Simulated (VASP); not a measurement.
Here is a VASP 6.6.1 calculation.

INCAR

```
  PREC = Accurate
  ENCUT = 520
  EDIFF = 1E-7
  ISMEAR = 0
  SIGMA = 0.02
  LREAL = False
  LASPH = True
  NELM = 60
  ALGO = Fast
  ISIF = 3
  LWAVE = False
  LCHARG = False
  GGA = CA
  IBRION = 2
  NSW = 80
  EDIFFG = -0.002
  PSTRESS = 60.0
```

The input KPOINTS:

```
regular mesh
0
Gamma
  12 12 12
```

File POSCAR:

```
P                                       
1.0
    1.6877595281      0.9744284209      2.7556206458
   -1.6877595281      0.9744284209      2.7556206458
    0.0000000000     -1.9488568300      2.7556206451
  P             
     2
Direct
     0.2408372906504272    0.2408372906504272    0.2408372906519201
     0.7591627093495723    0.7591627093495723    0.7591627093480798
```

Potentials or basis: VASP PAW LDA potentials, release 64 (P).

Command:

```sh
$ cat potpaw_LDA.64/P/POTCAR > POTCAR
$ mpirun -np 1 vasp_std > vasp.out
```

Predict the band gap on the k mesh.

none (metal or under the smearing width).

Final structure:
```
P
1.0
     1.68776    0.97443    2.75562
    -1.68776    0.97443    2.75562
     0.00000   -1.94886    2.75562
P
2
Cartesian
  0.0000 0.0000 1.9910
  0.0000 0.0000 6.2759
```

Caveat: the relaxation stopped at its first step, so nothing moved.
